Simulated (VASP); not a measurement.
# Pt (P6/mmm) in VASP: density of states with PBE

Aim: the density of states of Pt with PBE.

Program: VASP 6.6.1. These are calculated values, not measurements. Logs are shortened: lines on timing, memory, paths and dates and some standing lists are left out, and cuts for length are marked.

### 1 The crystal as given

Symmetry: P6/mmm, No. 191, hexagonal system. The conventional cell has a = 4.533 Å, b = 4.533 Å, c = 2.701 Å, α = 90.00°, β = 90.00°, γ = 120.00°. Pt (site symmetry 6/mmm) is surrounded by 14 Pt at 2.70 to 2.95 Å. Pt (site symmetry -6m2) is surrounded by 11 Pt at 2.62 to 2.95 Å.

This isn't the form of Pt at room conditions, which is fcc.

### 2 Density of states, PBE

POSCAR

```
Pt
1.0
    4.5334300498      0.0000000000      0.0000000000
   -2.2667150249      3.9260655894      0.0000000000
    0.0000000000      0.0000000000      2.7013626256
Pt
3
Direct
    0.0000000000      0.0000000000      0.0000000000
    0.3333333333      0.6666666667      0.5000000000
    0.6666666667      0.3333333333      0.5000000000
```

INCAR.step1

```
  ALGO = Fast
  EDIFF = 1E-7
  ENCUT = 520
  GGA = PE
  ISIF = 2
  ISMEAR = -1
  LASPH = T
  LCHARG = T
  LMAXMIX = 4
  LREAL = F
  LWAVE = F
  NBANDS = 22
  NELM = 100
  PREC = Accurate
  SIGMA = 0.08
```

KPOINTS.step1

```
k-points
0
Gamma
  9 9 12
```

INCAR.step2

```
  ALGO = Fast
  EDIFF = 1E-7
  ENCUT = 520
  GGA = PE
  ICHARG = 11
  ISIF = 2
  ISMEAR = -5
  LASPH = T
  LCHARG = F
  LMAXMIX = 4
  LORBIT = 11
  LREAL = F
  LWAVE = F
  NBANDS = 22
  NEDOS = 1001
  NELM = 100
  PREC = Accurate
  SIGMA = 0.08
```

KPOINTS.step2

```
k-points
0
Gamma
  14 14 18
```

Potentials or basis: VASP PAW PBE potentials, release 64 (Pt).

On the command line:

```console
> cat potpaw_PBE.64/Pt/POTCAR > POTCAR
> cp INCAR.step1 INCAR
> cp KPOINTS.step1 KPOINTS
> mpirun -np 1 vasp_std > vasp.out
> cp INCAR.step2 INCAR
> cp KPOINTS.step2 KPOINTS
> mpirun -np 1 vasp_std > vasp.out
```

OUTCAR:

```text
EDIFF = 1E-7
   ENCUT = 520
   GGA = PE
   ICHARG = 11
   ISIF = 2
   ISMEAR = -5
   LASPH = T
   LORBIT = 11
   LREAL = F
   NELM = 100
   PREC = Accurate

 ion  position               nearest neighbor table
   1  0.000  0.000  0.000-   2 2.95   3 2.95   2 2.95   3 2.95   2 2.95   2 2.95   3 2.95   3 2.95
                             3 2.95   3 2.95   2 2.95   2 2.95
   2  0.333  0.667  0.500-   3 2.62   3 2.62   3 2.62   1 2.95   1 2.95   1 2.95   1 2.95   1 2.95
                             1 2.95
   3  0.667  0.333  0.500-   2 2.62   2 2.62   2 2.62   1 2.95   1 2.95   1 2.95   1 2.95   1 2.95
                             1 2.95

  LATTYP: Found a hexagonal cell.
 ALAT       =     4.5334300498
 C/A-ratio  =     0.5958761017

  Lattice vectors:

 A1 = (   4.5334300498,   0.0000000000,   0.0000000000)
 A2 = (  -2.2667150249,   3.9260655894,   0.0000000000)
 A3 = (   0.0000000000,   0.0000000000,   2.7013626256)

Analysis of symmetry for initial positions (statically):
=====================================================================
 Subroutine PRICEL returns:
 Original cell was already a primitive cell.

 Routine SETGRP: Setting up the symmetry group for a
 hexagonal supercell.

 Subroutine GETGRP returns: Found 24 space group operations
 (whereof 24 operations were pure point group operations)
 out of a pool of 24 trial point group operations.

The static configuration has the point symmetry D_6h.

Analysis of symmetry for dynamics (positions and initial velocities):
=====================================================================
 Subroutine PRICEL returns:
 Original cell was already a primitive cell.

 Routine SETGRP: Setting up the symmetry group for a
 hexagonal supercell.

 Subroutine GETGRP returns: Found 24 space group operations
 (whereof 24 operations were pure point group operations)
 out of a pool of 24 trial point group operations.

The dynamic configuration has the point symmetry D_6h.

 Subroutine INISYM returns: Found 24 space group operations
 (whereof 24 operations are pure point group operations),
 and found     1 'primitive' translations

----------------------------------------------------------------------------------------

                                     Primitive cell

  volume of cell :      48.0803

  direct lattice vectors                    reciprocal lattice vectors
     4.533430050  0.000000000  0.000000000     0.220583529  0.127353960  0.000000000
    -2.266715025  3.926065589  0.000000000     0.000000000  0.254707920  0.000000000
     0.000000000  0.000000000  2.701362626     0.000000000  0.000000000  0.370183548

  length of vectors
     4.533430050  4.533430050  2.701362626     0.254707920  0.254707920  0.370183548

  position of ions in fractional coordinates (direct lattice)
     0.000000000  0.000000000  0.000000000
     0.333333333  0.666666667  0.500000000
     0.666666667  0.333333333  0.500000000

  ion indices of the primitive-cell ions
   primitive index   ion index
                 1           1
                 2           2
                 3           3

----------------------------------------------------------------------------------------

 KPOINTS: k-points

Automatic generation of k-mesh.
 Grid dimensions read from file:
 generate k-points for:   14   14   18

 Generating k-lattice:

  Cartesian coordinates                     Fractional coordinates (reciprocal lattice)
     0.015755966  0.009096711  0.000000000     0.071428571  0.000000000  0.000000000
     0.000000000  0.018193423  0.000000000     0.000000000  0.071428571  0.000000000
     0.000000000  0.000000000  0.020565753     0.000000000  0.000000000  0.055555556

  Length of vectors
     0.018193423  0.018193423  0.020565753

  Shift w.r.t. Gamma in fractional coordinates (k-lattice)
     0.000000000  0.000000000  0.000000000

 TETIRR: Found   3654 inequivalent tetrahedra from    21168

 Subroutine IBZKPT returns following result:
 ===========================================

 Found    240 irreducible k-points:

 Following reciprocal coordinates:
            Coordinates               Weight
  0.000000  0.000000  0.000000      1.000000
  0.071429  0.000000  0.000000      6.000000
  0.142857  0.000000  0.000000      6.000000
  0.214286 -0.000000  0.000000      6.000000
  0.285714 -0.000000  0.000000      6.000000
  0.357143 -0.000000  0.000000      6.000000
[... 16 lines left out ...]
  0.285714  0.285714  0.000000      6.000000
  0.357143  0.285714  0.000000      6.000000
 [... further k-points ...]
   k-points           NKPTS =    240   k-points in BZ     NKDIM =    240   number of bands    NBANDS=     22
   number of dos      NEDOS =   1001   number of ions     NIONS =      3
   total plane-waves  NPLWV =  25920
   dimension x,y,z NGX =    36 NGY =   36 NGZ =   20
   dimension x,y,z NGXF=    72 NGYF=   72 NGZF=   40
   ions per type =               3
   NGX,Y,Z   is equivalent  to a cutoff of  13.20, 13.20, 12.31 a.u.
   NGXF,Y,Z  is equivalent  to a cutoff of  26.40, 26.40, 24.62 a.u.
 SYSTEM =  unknown system
   PREC   = accura    normal or accurate (medium, high low for compatibility)
   ISTART =      0    job   : 0-new  1-cont  2-samecut
   ICHARG =     11    charge: 1-file 2-atom 10-const
   ISPIN  =      1    spin polarized calculation?
   LNONCOLLINEAR =      F non collinear calculations
   LSORBIT =      F    spin-orbit coupling
   LASPH  =      T    aspherical Exc in radial PAW
   ENCUT  =  520.0 eV  38.22 Ry    6.18 a.u.   8.43  8.43  5.02*2*pi/ulx,y,z
   NELM   =    100;   NELMIN=  2; NELMDL=  0     # of ELM steps
   EDIFF  = 0.1E-06   stopping-criterion for ELM
   LREAL  =      F    real-space projection
   EDIFFG = 0.1E-05   stopping-criterion for IOM
   NSW    =      0    number of steps for IOM
   IBRION =     -1    ionic relax: 0-MD 1-quasi-New 2-CG
   NFREE  =      0    steps in history (QN), initial steepest desc. (CG)
   ISIF   =      2    stress and relaxation
   ISYM   =      2    0-nonsym 1-usesym 2-fastsym
   POTIM  = 0.5000    time-step for ionic-motion
   TEBEG  =    0.0;   TEEND  =   0.0 temperature during run
   PSTRESS=    0.0 pullay stress
   NELECT =      30.0000    total number of electrons
   NUPDOWN=      -1.0000    fix difference up-down
   EMIN   =  10.00;   EMAX   =-10.00  energy-range for DOS
   EFERMI =   0.00;   METHOD = LEGACY
   ISMEAR =    -5;   SIGMA  =   0.08  broadening in eV -4-tet -1-fermi 0-gaus
   EFERMI_NEDOS =   21; number of points for ismear=-14 and -15
   IALGO  =     68    algorithm
   IMIX   =      4    mixing-type and parameters
     AMIX     =   0.40;   BMIX     =  1.00
     AMIX_MAG =   1.60;   BMIX_MAG =  1.00
  volume/ion in A,a.u.               =      16.03       108.15
  Fermi-wavevector in a.u.,A,eV,Ry     =   1.398920  2.643575 26.626281  1.956976
  Thomas-Fermi vector in A             =   2.522030
   LORBIT       =     11    0 simple, 1 ext, 2 COOP (PROOUT), +10 PAW based schemes
   GGA     = PE    functional components
   LHFCALC =     F    Hartree Fock is set to
   AEXX    =    0.0000 exact exchange contribution
   IVDW    =     0    specifies the selected vdW correction
   LEPSILON=     F    determine dielectric tensor
   LRPA    =     F    only Hartree local field effects (RPA)
 non-spin polarized calculation
 RMM-DIIS sequential band-by-band and
 Fermi weights with tetrahedron method with Bloechl corrections
  energy-cutoff  :      520.00
  volume of cell :       48.08
 maximum number of plane-waves:      1318
 NGX is ok and might be reduce to    36

 number of electron      30.0000002 magnetization

 Free energy of the ion-electron system (eV)
  ---------------------------------------------------
  ext. energy  EPLUGINS =         0.00000000
  ---------------------------------------------------
  free energy    TOTEN  =       -17.85249210 eV

  energy without entropy =      -17.85249210  energy(sigma->0) =      -17.85249210

 E-fermi :  10.0674     XC(G=0): -13.1122

 val. band max:       10.0906370825   @ k =   0.3571   0.2857   0.5000
 cond. band min:      10.0301316443   @ k =   0.3571   0.2857   0.0000
 fundamental gap:     -0.0605054382
 Fermi energy:        10.0673792865

 k-point     1 :       0.0000    0.0000    0.0000
  band No.  band energies     occupation
      1       0.5904      2.00000
      2       3.8941      2.00000
      3       5.4022      2.00000
      4       6.0918      2.00000
      5       6.0918      2.00000
      6       6.1240      2.00000
[... 14 lines left out ...]
     21      17.3345      0.00000
     22      17.3346      0.00000

 k-point     2 :       0.0714    0.0000    0.0000
  band No.  band energies     occupation
      1       0.6582      2.00000
      2       3.9110      2.00000
      3       5.3123      2.00000
      4       5.7057      2.00000
      5       5.8244      2.00000
      6       6.1003      2.00000
[... 14 lines left out ...]
     21      18.4385      0.00000
     22      18.5566      0.00000

 k-point     3 :       0.1429    0.0000    0.0000
  band No.  band energies     occupation
      1       0.8585      2.00000
      2       3.9527      2.00000
      3       5.0126      2.00000
      4       5.3873      2.00000
      5       5.6163      2.00000
      6       6.0555      2.00000
[... 14 lines left out ...]
     21      19.5734      0.00000
     22      19.8593      0.00000
[... 476 lines left out ...]
 k-point    23 :       0.2857    0.2857    0.0000
  band No.  band energies     occupation
      1       2.9191      2.00000
      2       3.3869      2.00000
      3       3.6453      2.00000
      4       5.1260      2.00000
      5       5.2896      2.00000
      6       5.7101      2.00000
[... 14 lines left out ...]
     21      22.5656      0.00000
     22      24.7385      0.00000

 k-point    24 :       0.3571    0.2857    0.0000
  band No.  band energies     occupation
      1       3.0171      2.00000
      2       3.4239      2.00000
      3       3.5328      2.00000
      4       5.2208      2.00000
      5       5.2457      2.00000
      6       5.6683      2.00000
[... 14 lines left out ...]
     21      21.2448      0.00000
     22      24.9370      0.00000

 [... further k-points ...]

------------------------ aborting loop because EDIFF is reached ----------------------------------------

  FORCE on cell =-STRESS in cart. coord.  units (eV):
  Direction    XX          YY          ZZ          XY          YZ          ZX
  --------------------------------------------------------------------------------------
  -------------------------------------------------------------------------------------
  Total       -0.1922445     -0.1922445      0.0058209      0.0000000     -0.0000000      0.0000000
  in kB       -6.4061492     -6.4061492      0.1939688      0.0000000     -0.0000000      0.0000000
  external PRESSURE =      -4.2061098 kB  Pullay stress =       0.0000000 kB

 VOLUME and BASIS-vectors are now :
 -----------------------------------------------------------------------------
  energy-cutoff  :      520.00
  volume of cell :       48.08
      direct lattice vectors                 reciprocal lattice vectors
     4.533430050  0.000000000  0.000000000     0.220583529  0.127353960  0.000000000
    -2.266715025  3.926065589  0.000000000     0.000000000  0.254707920  0.000000000
     0.000000000  0.000000000  2.701362626     0.000000000  0.000000000  0.370183548

 POSITION                                       TOTAL-FORCE (eV/Angst)
 -----------------------------------------------------------------------------------
      0.00000      0.00000      0.00000         0.000000      0.000000      0.000000
     -0.00000      2.61738      1.35068        -0.000000      0.000000      0.000000
      2.26672      1.30869      1.35068         0.000000      0.000000      0.000000
 -----------------------------------------------------------------------------------
    total drift:                               -0.000000      0.000000     -0.000000

  FREE ENERGIE OF THE ION-ELECTRON SYSTEM (eV)
  ---------------------------------------------------
  free  energy   TOTEN  =       -17.8524921011 eV

  energy  without entropy=      -17.8524921011  energy(sigma->0) =      -17.85249210

 total charge

# of ion       s       p       d       tot
------------------------------------------
    1        0.584   0.494   8.034   9.113
    2        0.648   0.561   8.021   9.230
    3        0.648   0.561   8.021   9.230
--------------------------------------------------
tot          1.880   1.617  24.077  27.573
```

Wall time 5.3 min (1 thread of AMD EPYC 7R43 (Zen 3), shared host); peak memory 0.27 GiB.

Results:

```yaml
Valence_electrons_inside_the_program's_atomic_spheres: Pt 9.11, 9.23
```

Levels at points of the mesh, in eV from the Fermi level:
```
           k point  band 12  band 13  band 14  band 15  band 16  band 17  band 18  band 19
(0.00, 0.00, 0.00)    -1.88    -1.76    -1.76     0.33     0.33     4.91     5.85     7.22
(0.50, 0.00, 0.00)    -0.90    -0.31    -0.29    -0.28    -0.24     0.08     0.36     5.76
(0.00, 0.00, 0.50)    -0.51    -0.15    -0.15     1.13     2.31     2.71     7.84     8.46
(0.50, 0.00, 0.50)    -0.87    -0.41     0.14     0.70     2.05     2.72     5.45     5.49
```

States per cell in windows of 1 eV (zero at the Fermi level; states under -8 eV left out):
| from (eV) | total | Pt2_d | Pt3_d | Pt1_d | Pt2_p | Pt3_p | Pt1_s |
| --- | --- | --- | --- | --- | --- | --- | --- |
| -8.0 | 0.50 | 0.02 | 0.02 | 0.02 | 0.02 | 0.02 | 0.11 |
| -7.0 | 1.97 | 0.33 | 0.33 | 0.31 | 0.04 | 0.04 | 0.17 |
| -6.0 | 3.86 | 1.03 | 1.03 | 0.81 | 0.07 | 0.07 | 0.10 |
| -5.0 | 4.57 | 1.48 | 1.48 | 0.79 | 0.09 | 0.09 | 0.04 |
| -4.0 | 5.01 | 1.33 | 1.33 | 1.49 | 0.13 | 0.13 | 0.03 |
| -3.0 | 4.84 | 1.23 | 1.23 | 1.67 | 0.11 | 0.11 | 0.02 |
| -2.0 | 3.38 | 0.96 | 0.96 | 1.01 | 0.07 | 0.07 | 0.02 |
| -1.0 | 5.75 | 1.69 | 1.69 | 1.98 | 0.04 | 0.04 | 0.03 |
| 0.0 | 2.12 | 0.65 | 0.65 | 0.56 | 0.04 | 0.04 | 0.02 |
| 1.0 | 0.96 | 0.19 | 0.19 | 0.22 | 0.06 | 0.06 | 0.03 |
| 2.0 | 0.84 | 0.14 | 0.14 | 0.14 | 0.07 | 0.07 | 0.03 |
| 3.0 | 0.69 | 0.10 | 0.10 | 0.10 | 0.06 | 0.06 | 0.04 |
| 4.0 | 0.63 | 0.06 | 0.06 | 0.08 | 0.05 | 0.05 | 0.08 |
| 5.0 | 0.95 | 0.09 | 0.09 | 0.10 | 0.07 | 0.07 | 0.14 |
| 6.0 | 1.24 | 0.10 | 0.10 | 0.12 | 0.13 | 0.13 | 0.19 |
| 7.0 | 0.99 | 0.07 | 0.07 | 0.08 | 0.13 | 0.13 | 0.11 |

Caveat: tetrahedron occupations give inexact forces and stress in metals.
